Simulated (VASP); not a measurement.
# Ti (P6_3/mmc) in VASP: notebook

Runs on Ti. Level: r2SCAN. Tasks: relaxation of shape and atoms at fixed volume.

All numbers are computed with VASP 6.6.1; they aren't measurements. Logs are shortened: lines on timing, memory, paths and dates and some standing lists are left out, and cuts for length are marked.

## Step 1: The structure

Symmetry: P6_3/mmc, No. 194, hexagonal system. Conventional cell: a = 2.940 Å, b = 2.940 Å, c = 4.642 Å, α = 90.00°, β = 90.00°, γ = 120.00°. Around Ti (site symmetry -6m2) lie 12 Ti at 2.88 to 2.94 Å.

## Step 2: Relaxation of shape and atoms at fixed volume, r2SCAN (a relaxed cell with its volume scaled by 0.98)

INCAR reads:

```
SYSTEM = Ti
ALGO = Normal ; EDIFF = 1E-7
EDIFFG = -0.01 ; ENCUT = 600
IBRION = 2 ; ISIF = 4
ISMEAR = 1 ; LASPH = .TRUE.
LCHARG = .FALSE. ; LMIXTAU = .TRUE.
LREAL = .FALSE. ; LWAVE = .FALSE.
METAGGA = R2SCAN ; NELM = 80
NSW = 40 ; PREC = Accurate
SIGMA = 0.1
```

KPOINTS reads:

```
k-points
0
G
  15 15 8
  0 0 0
```

POSCAR reads:

```
Ti                                      
1.0
    2.9198516745      0.0000000000      0.0000000000
   -1.4599258373      2.5286657255      0.0000000000
    0.0000000000      0.0000000000      4.6108364695
  Ti            
     2
Direct
     0.3333333332999970    0.6666666667000030    0.2500000000000000
     0.6666666667000030    0.3333333332999970    0.7500000000000000
```

Potentials or basis: VASP PAW PBE potentials, release 64 (Ti_sv).

Run with:

```bash
> cat potpaw_PBE.64/Ti_sv/POTCAR > POTCAR
> mpirun -np 1 vasp_std > vasp.out
```

OUTCAR:

```text
SYSTEM = Ti
   EDIFF = 1E-7
   EDIFFG = -0.01
   ENCUT = 600
   IBRION = 2
   ISIF = 4
   ISMEAR = 1
   LASPH = .TRUE.
   LREAL = .FALSE.
   METAGGA = R2SCAN
   NELM = 80
   NSW = 40
   PREC = Accurate

 ion  position               nearest neighbor table
   1  0.333  0.667  0.250-   2 2.86   2 2.86   2 2.86   2 2.86   2 2.86   2 2.86
   2  0.667  0.333  0.750-   1 2.86   1 2.86   1 2.86   1 2.86   1 2.86   1 2.86

  LATTYP: Found a hexagonal cell.
 ALAT       =     2.9198516745
 C/A-ratio  =     1.5791337998

  Lattice vectors:

 A1 = (   2.9198516745,   0.0000000000,   0.0000000000)
 A2 = (  -1.4599258373,   2.5286657255,   0.0000000000)
 A3 = (   0.0000000000,   0.0000000000,   4.6108364695)

Analysis of symmetry for initial positions (statically):
=====================================================================
 Subroutine PRICEL returns:
 Original cell was already a primitive cell.

 Routine SETGRP: Setting up the symmetry group for a
 hexagonal supercell.

 Subroutine GETGRP returns: Found 24 space group operations
 (whereof 12 operations were pure point group operations)
 out of a pool of 24 trial point group operations.

The static configuration has the point symmetry D_3d.
 The point group associated with its full space group is D_6h.

Analysis of symmetry for dynamics (positions and initial velocities):
=====================================================================
 Subroutine PRICEL returns:
 Original cell was already a primitive cell.

 Routine SETGRP: Setting up the symmetry group for a
 hexagonal supercell.

 Subroutine GETGRP returns: Found 24 space group operations
 (whereof 12 operations were pure point group operations)
 out of a pool of 24 trial point group operations.

The dynamic configuration has the point symmetry D_3d.
 The point group associated with its full space group is D_6h.

 Subroutine INISYM returns: Found 24 space group operations
 (whereof 12 operations are pure point group operations),
 and found     1 'primitive' translations

----------------------------------------------------------------------------------------

                                     Primitive cell

  volume of cell :      34.0433

  direct lattice vectors                    reciprocal lattice vectors
     2.919851674  0.000000000  0.000000000     0.342483150  0.197732739  0.000000000
    -1.459925837  2.528665725  0.000000000     0.000000000  0.395465478  0.000000000
[... 89 lines left out ...]
   IBRION =      2    ionic relax: 0-MD 1-quasi-New 2-CG
   NFREE  =      1    steps in history (QN), initial steepest desc. (CG)
   ISIF   =      4    stress and relaxation
   ISYM   =      2    0-nonsym 1-usesym 2-fastsym
   POTIM  = 0.5000    time-step for ionic-motion
   TEBEG  =    0.0;   TEEND  =   0.0 temperature during run
   PSTRESS=    0.0 pullay stress
   NELECT =      24.0000    total number of electrons
   NUPDOWN=      -1.0000    fix difference up-down
   EMIN   =  10.00;   EMAX   =-10.00  energy-range for DOS
   EFERMI =   0.00;   METHOD = LEGACY
   ISMEAR =     1;   SIGMA  =   0.10  broadening in eV -4-tet -1-fermi 0-gaus
   EFERMI_NEDOS =   21; number of points for ismear=-14 and -15
   IALGO  =     38    algorithm
   IMIX   =      4    mixing-type and parameters
     AMIX     =   0.40;   BMIX     =  1.00
     AMIX_MAG =   1.60;   BMIX_MAG =  1.00
  volume/ion in A,a.u.               =      17.02       114.87
  Fermi-wavevector in a.u.,A,eV,Ry     =   1.457028  2.753384 28.884229  2.122931
  Thomas-Fermi vector in A             =   2.573877
   LORBIT       =      0    0 simple, 1 ext, 2 COOP (PROOUT), +10 PAW based schemes
   METAGGA = R2SCAN    functional components
   LHFCALC =     F    Hartree Fock is set to
   AEXX    =    0.0000 exact exchange contribution
   IVDW    =     0    specifies the selected vdW correction
   LEPSILON=     F    determine dielectric tensor
   LRPA    =     F    only Hartree local field effects (RPA)
 conjugate gradient relaxation of ions
 non-spin polarized calculation
 Methfessel and Paxton  Order N= 1 SIGMA  =   0.10
  energy-cutoff  :      600.00
  volume of cell :       34.04
 maximum number of plane-waves:      1152
 NGX is ok and might be reduce to    24
   NGX = 11   NGY = 11   NGZ = 19

 number of electron      23.9999994 magnetization

 Free energy of the ion-electron system (eV)
  ---------------------------------------------------
  ext. energy  EPLUGINS =         0.00000000
  ---------------------------------------------------
  free energy    TOTEN  =       -25.89677573 eV

  energy without entropy =      -25.89746968  energy(sigma->0) =      -25.89700705

 E-fermi :   8.6200     XC(G=0): -12.5006

 val. band max:        8.6009688778   @ k =   0.0667   0.0000   0.5000
 cond. band min:       8.6370355502   @ k =   0.3333   0.3333   0.2500
 fundamental gap:      0.0360666725
 Fermi energy:         8.6199722722

 k-point     1 :       0.0000    0.0000    0.0000
  band No.  band energies     occupation
      1     -50.5898      2.00000
      2     -50.4325      2.00000
      3     -26.1807      2.00000
      4     -25.4665      2.00000
      5     -25.4665      2.00000
      6     -25.3904      2.00000
[... 433 lines left out ...]
      3     -25.9362      2.00000
      4     -25.8026      2.00000
      5     -25.7841      2.00000
      6     -25.7175      2.00000
[... 8 lines left out ...]
     15      10.1083     -0.00000
     16      11.9006      0.00000

 [... further k-points ...]

------------------------ aborting loop because EDIFF is reached ----------------------------------------

  FORCE on cell =-STRESS in cart. coord.  units (eV):
  Direction    XX          YY          ZZ          XY          YZ          ZX
  --------------------------------------------------------------------------------------
  -------------------------------------------------------------------------------------
  Total        0.5162254      0.5162254      0.5150970     -0.0000000     -0.0000000      0.0000000
  in kB       24.2950603     24.2950603     24.2419583     -0.0000000     -0.0000000      0.0000000
  external PRESSURE =      24.2773597 kB  Pullay stress =       0.0000000 kB

 VOLUME and BASIS-vectors are now :
 -----------------------------------------------------------------------------
  energy-cutoff  :      600.00
  volume of cell :       34.04
      direct lattice vectors                 reciprocal lattice vectors
     2.919851674  0.000000000  0.000000000     0.342483150  0.197732739  0.000000000
    -1.459925837  2.528665725  0.000000000     0.000000000  0.395465478  0.000000000
     0.000000000  0.000000000  4.610836469     0.000000000  0.000000000  0.216880387

 POSITION                                       TOTAL-FORCE (eV/Angst)
 -----------------------------------------------------------------------------------
     -0.00000      1.68578      1.15271        -0.000000      0.000000      0.000000
      1.45993      0.84289      3.45813         0.000000     -0.000000      0.000000
 -----------------------------------------------------------------------------------
    total drift:                               -0.000000      0.000000     -0.000000

  FREE ENERGIE OF THE ION-ELECTRON SYSTEM (eV)
  ---------------------------------------------------
  free  energy   TOTEN  =       -25.8967757306 eV

  energy  without entropy=      -25.8974696797  energy(sigma->0) =      -25.89700705

 reached required accuracy - stopping structural energy minimisation
```

OSZICAR:

```text
N       E                     dE             d eps       ncg     rms          rms(c)
DAV:   1     0.260551850358E+03    0.26055E+03   -0.15111E+04  4320   0.211E+03
DAV:   2    -0.192752017066E+01   -0.26248E+03   -0.26107E+03  4408   0.541E+02
DAV:   3    -0.330389972150E+02   -0.31111E+02   -0.30859E+02  8520   0.149E+02
DAV:   4    -0.344737038910E+02   -0.14347E+01   -0.14343E+01  4568   0.343E+01
[... 13 lines left out ...]
DAV:  18    -0.258967737973E+02    0.35405E-05   -0.15006E-06  4744   0.163E-02    0.850E-04
DAV:  19    -0.258967765428E+02   -0.27455E-05   -0.16365E-07  3208   0.559E-03    0.434E-04
DAV:  20    -0.258967755236E+02    0.10192E-05   -0.54255E-08  2600   0.282E-03    0.333E-04
DAV:  21    -0.258967757225E+02   -0.19887E-06   -0.91771E-09  2376   0.143E-03    0.278E-04
DAV:  22    -0.258967757306E+02   -0.80877E-08   -0.27099E-09  2352   0.678E-04
   1 F= -.25896776E+02 E0= -.25897007E+02  d E =-.258968E+02
```

Run time: 4.5 min. Hardware: 1 thread of Intel Xeon Platinum 8488C (Sapphire Rapids), shared host; peak memory 0.22 GiB.

Results:

```yaml
Free_energy: -25.8968 eV
Pressure_after_relaxing: 2.4 GPa
Band_gap_on_the_k_mesh: none (metal or under the smearing width)
```

Final structure:
```xyz
2
Lattice="2.9199 0.0000 0.0000 -1.4599 2.5287 0.0000 0.0000 0.0000 4.6108" Properties=species:S:1:pos:R:3 pbc="T T T"
Ti    0.0000    1.6858    1.1527
Ti    1.4599    0.8429    3.4581
```

Caveat: the relaxation stopped at its first step, so nothing moved; the PAW data sets were made with another functional, which shifts forces and pressure a little.

## Step 3: Relaxation of shape and atoms at fixed volume, r2SCAN

INCAR is that of step 2.

KPOINTS is that of step 2.

POSCAR reads:

```
Ti                                      
1.0
    2.9395810005      0.0000000000      0.0000000000
   -1.4697905003      2.5457518230      0.0000000000
    0.0000000000      0.0000000000      4.6419917150
  Ti            
     2
Direct
     0.3333333332999970    0.6666666667000030    0.2500000000000000
     0.6666666667000030    0.3333333332999970    0.7500000000000000
```

Potentials or basis: VASP PAW PBE potentials, release 64 (Ti_sv).

Run with:

```bash
> cat potpaw_PBE.64/Ti_sv/POTCAR > POTCAR
> mpirun -np 1 vasp_std > vasp.out
```

OUTCAR:

```text
SYSTEM = Ti
   EDIFF = 1E-7
   EDIFFG = -0.01
   ENCUT = 600
   IBRION = 2
   ISIF = 4
   ISMEAR = 1
   LASPH = .TRUE.
   LREAL = .FALSE.
   METAGGA = R2SCAN
   NELM = 80
   NSW = 40
   PREC = Accurate

 ion  position               nearest neighbor table
   1  0.333  0.667  0.250-   2 2.88   2 2.88   2 2.88   2 2.88   2 2.88   2 2.88
   2  0.667  0.333  0.750-   1 2.88   1 2.88   1 2.88   1 2.88   1 2.88   1 2.88

  LATTYP: Found a hexagonal cell.
 ALAT       =     2.9395810005
 C/A-ratio  =     1.5791337998
[... 652 lines left out ...]

  FORCE on cell =-STRESS in cart. coord.  units (eV):
  Direction    XX          YY          ZZ          XY          YZ          ZX
  --------------------------------------------------------------------------------------
  -------------------------------------------------------------------------------------
  Total       -0.0085192     -0.0085192     -0.0091480      0.0000000      0.0000000      0.0000000
  in kB       -0.3929194     -0.3929194     -0.4219206      0.0000000      0.0000000      0.0000000
  external PRESSURE =      -0.4025865 kB  Pullay stress =       0.0000000 kB

 VOLUME and BASIS-vectors are now :
 -----------------------------------------------------------------------------
  energy-cutoff  :      600.00
  volume of cell :       34.74
      direct lattice vectors                 reciprocal lattice vectors
     2.939581001  0.000000000  0.000000000     0.340184536  0.196405634  0.000000000
    -1.469790500  2.545751823  0.000000000     0.000000000  0.392811267  0.000000000
     0.000000000  0.000000000  4.641991715     0.000000000  0.000000000  0.215424771

 POSITION                                       TOTAL-FORCE (eV/Angst)
 -----------------------------------------------------------------------------------
     -0.00000      1.69717      1.16050         0.000000     -0.000000      0.000000
      1.46979      0.84858      3.48149        -0.000000      0.000000      0.000000
 -----------------------------------------------------------------------------------
    total drift:                               -0.000000      0.000000     -0.000000

  FREE ENERGIE OF THE ION-ELECTRON SYSTEM (eV)
  ---------------------------------------------------
  free  energy   TOTEN  =       -25.9021234010 eV

  energy  without entropy=      -25.9028437705  energy(sigma->0) =      -25.90236352

 reached required accuracy - stopping structural energy minimisation
```

It took 4.6 min on 1 thread of Intel Xeon Platinum 8488C (Sapphire Rapids), shared host; peak memory 0.22 GiB.

Results:

```yaml
Free_energy: -25.9021 eV
Pressure_after_relaxing: 0.0 GPa
Band_gap_on_the_k_mesh: none (metal or under the smearing width)
```

Final structure:
```xyz
2
Lattice="2.9396 0.0000 0.0000 -1.4698 2.5458 0.0000 0.0000 0.0000 4.6420" Properties=species:S:1:pos:R:3 pbc="T T T"
Ti    0.0000    1.6972    1.1605
Ti    1.4698    0.8486    3.4815
```

Levels at points of the mesh, in eV from the Fermi level:
```tsv
k point	band 10	band 11	band 12	band 13	band 14	band 15
(0.00, 0.00, 0.00)	-2.87	0.58	0.85	0.85	0.98	1.39
(0.00, 0.00, 0.50)	-4.68	0.06	0.06	0.76	0.76	0.76
```

Caveat: the relaxation stopped at its first step, so nothing moved; the PAW data sets were made with another functional, which shifts forces and pressure a little.

## Step 4: Relaxation of shape and atoms at fixed volume, r2SCAN (a relaxed cell with its volume scaled by 1.02)

INCAR is that of step 3.

KPOINTS is that of step 3.

POSCAR reads:

```
Ti                                      
1.0
    2.9590489917      0.0000000000      0.0000000000
   -1.4795244959      2.5626115979      0.0000000000
    0.0000000000      0.0000000000      4.6727342779
  Ti            
     2
Direct
     0.3333333332999970    0.6666666667000030    0.2500000000000000
     0.6666666667000030    0.3333333332999970    0.7500000000000000
```

Run with:

```bash
> cat potpaw_PBE.64/Ti_sv/POTCAR > POTCAR
> mpirun -np 1 vasp_std > vasp.out
```

Wall time 3.7 min (1 thread of Intel Xeon Platinum 8488C (Sapphire Rapids), shared host); peak memory 0.22 GiB.

Results (log left out):

```yaml
Free_energy: -25.8972 eV
Pressure_after_relaxing: -2.3 GPa
Band_gap_on_the_k_mesh: none (metal or under the smearing width)
```

Final structure:
```xyz
2
Lattice="2.9590 0.0000 0.0000 -1.4795 2.5626 0.0000 0.0000 0.0000 4.6727" Properties=species:S:1:pos:R:3 pbc="T T T"
Ti    0.0000    1.7084    1.1682
Ti    1.4795    0.8542    3.5046
```

Levels at points of the mesh, in eV from the Fermi level:
```csv
k point,band 8,band 9,band 10,band 11,band 12,band 13,band 14,band 15,band 16
"(0.00, 0.00, 0.00)",-34.10,-6.59,-2.83,0.52,0.84,0.84,0.95,1.36,1.36
"(0.00, 0.00, 0.50)",-34.15,-4.67,-4.67,0.06,0.06,0.75,0.75,0.75,0.75
```

Caveat: the relaxation stopped at its first step, so nothing moved; the PAW data sets were made with another functional, which shifts forces and pressure a little.

## Step 5: Relaxation of shape and atoms at fixed volume, r2SCAN (a relaxed cell with its volume scaled by 1.04)

INCAR is that of step 4.

KPOINTS is that of step 4.

POSCAR reads:

```
Ti                                      
1.0
    2.9782641339      0.0000000000      0.0000000000
   -1.4891320670      2.5792523993      0.0000000000
    0.0000000000      0.0000000000      4.7030775585
  Ti            
     2
Direct
     0.3333333332999970    0.6666666667000030    0.2500000000000000
     0.6666666667000030    0.3333333332999970    0.7500000000000000
```

Potentials or basis: VASP PAW PBE potentials, release 64 (Ti_sv).

Run with:

```bash
> cat potpaw_PBE.64/Ti_sv/POTCAR > POTCAR
> mpirun -np 1 vasp_std > vasp.out
```

OUTCAR:

```text
SYSTEM = Ti
   EDIFF = 1E-7
   EDIFFG = -0.01
   ENCUT = 600
   IBRION = 2
   ISIF = 4
   ISMEAR = 1
   LASPH = .TRUE.
   LREAL = .FALSE.
   METAGGA = R2SCAN
   NELM = 80
   NSW = 40
   PREC = Accurate

 ion  position               nearest neighbor table
   1  0.333  0.667  0.250-   2 2.91   2 2.91   2 2.91   2 2.91   2 2.91   2 2.91
   2  0.667  0.333  0.750-   1 2.91   1 2.91   1 2.91   1 2.91   1 2.91   1 2.91

  LATTYP: Found a hexagonal cell.
 ALAT       =     2.9782641339
 C/A-ratio  =     1.5791337998
[... 652 lines left out ...]

  FORCE on cell =-STRESS in cart. coord.  units (eV):
  Direction    XX          YY          ZZ          XY          YZ          ZX
  --------------------------------------------------------------------------------------
  -------------------------------------------------------------------------------------
  Total       -0.9830708     -0.9830708     -0.9743552      0.0000000     -0.0000000     -0.0000000
  in kB      -43.5969586    -43.5969587    -43.2104389      0.0000000     -0.0000000     -0.0000000
  external PRESSURE =     -43.4681187 kB  Pullay stress =       0.0000000 kB

 VOLUME and BASIS-vectors are now :
 -----------------------------------------------------------------------------
  energy-cutoff  :      600.00
  volume of cell :       36.13
      direct lattice vectors                 reciprocal lattice vectors
     2.978264134  0.000000000  0.000000000     0.335766055  0.193854622  0.000000000
    -1.489132067  2.579252399  0.000000000     0.000000000  0.387709245  0.000000000
     0.000000000  0.000000000  4.703077559     0.000000000  0.000000000  0.212626730

 POSITION                                       TOTAL-FORCE (eV/Angst)
 -----------------------------------------------------------------------------------
     -0.00000      1.71950      1.17577        -0.000000      0.000000      0.000000
      1.48913      0.85975      3.52731         0.000000     -0.000000      0.000000
 -----------------------------------------------------------------------------------
    total drift:                               -0.000000      0.000000     -0.000000

  FREE ENERGIE OF THE ION-ELECTRON SYSTEM (eV)
  ---------------------------------------------------
  free  energy   TOTEN  =       -25.8830279231 eV

  energy  without entropy=      -25.8838098558  energy(sigma->0) =      -25.88328857

 reached required accuracy - stopping structural energy minimisation
```

OSZICAR:

```text
N       E                     dE             d eps       ncg     rms          rms(c)
DAV:   1     0.259549740362E+03    0.25955E+03   -0.15014E+04  4328   0.208E+03
DAV:   2    -0.222794908281E+01   -0.26178E+03   -0.26036E+03  4440   0.535E+02
DAV:   3    -0.330727999089E+02   -0.30845E+02   -0.30648E+02  8568   0.147E+02
[... 17 lines left out ...]
DAV:  21    -0.258830275272E+02   -0.23864E-05   -0.13387E-07  2848   0.468E-03    0.859E-04
DAV:  22    -0.258830272794E+02    0.24779E-06   -0.43136E-08  2456   0.223E-03    0.630E-04
DAV:  23    -0.258830278329E+02   -0.55344E-06   -0.33875E-08  2368   0.202E-03    0.358E-04
DAV:  24    -0.258830279536E+02   -0.12079E-06   -0.21147E-08  2368   0.145E-03    0.298E-05
DAV:  25    -0.258830279231E+02    0.30593E-07   -0.53633E-09  2296   0.849E-04
   1 F= -.25883028E+02 E0= -.25883289E+02  d E =-.258830E+02
```

It took 4.5 min on 1 thread of Intel Xeon Platinum 8488C (Sapphire Rapids), shared host; peak memory 0.22 GiB.

What came out:

| Quantity | Value |
| --- | --- |
| Free energy | -25.8830 eV |
| Pressure after relaxing | -4.3 GPa |
| Band gap on the k mesh | none (metal or under the smearing width) |

Final structure:
```
Ti
1.0
     2.97826    0.00000    0.00000
    -1.48913    2.57925    0.00000
     0.00000    0.00000    4.70308
Ti
2
Direct
  0.33333 0.66667 0.25000
  0.66667 0.33333 0.75000
```

Caveat: the relaxation stopped at its first step, so nothing moved; the PAW data sets were made with another functional, which shifts forces and pressure a little.

## Step 6: Overview

```csv
cell,gap on the mesh (eV),pressure (GPa)
atoms relaxed at fixed volume from: a relaxed cell with its volume scaled by 0.98,none,2.4
atoms relaxed at fixed volume,none,0.0
atoms relaxed at fixed volume from: a relaxed cell with its volume scaled by 1.02,none,-2.3
atoms relaxed at fixed volume from: a relaxed cell with its volume scaled by 1.04,none,-4.3
```

Alike in all rows: task relaxation of shape and atoms at fixed volume; level r2SCAN; potentials or basis VASP PAW PBE potentials, release 64 (Ti_sv); no spin polarisation; k mesh 15 × 15 × 8; cutoff (eV) 600; smearing methfessel-paxton 0.1 eV.

Caveats: the relaxation stopped at its first step, so nothing moved; the PAW data sets were made with another functional, which shifts forces and pressure a little.

Absolute energies hang on the potentials; compare differences alone.
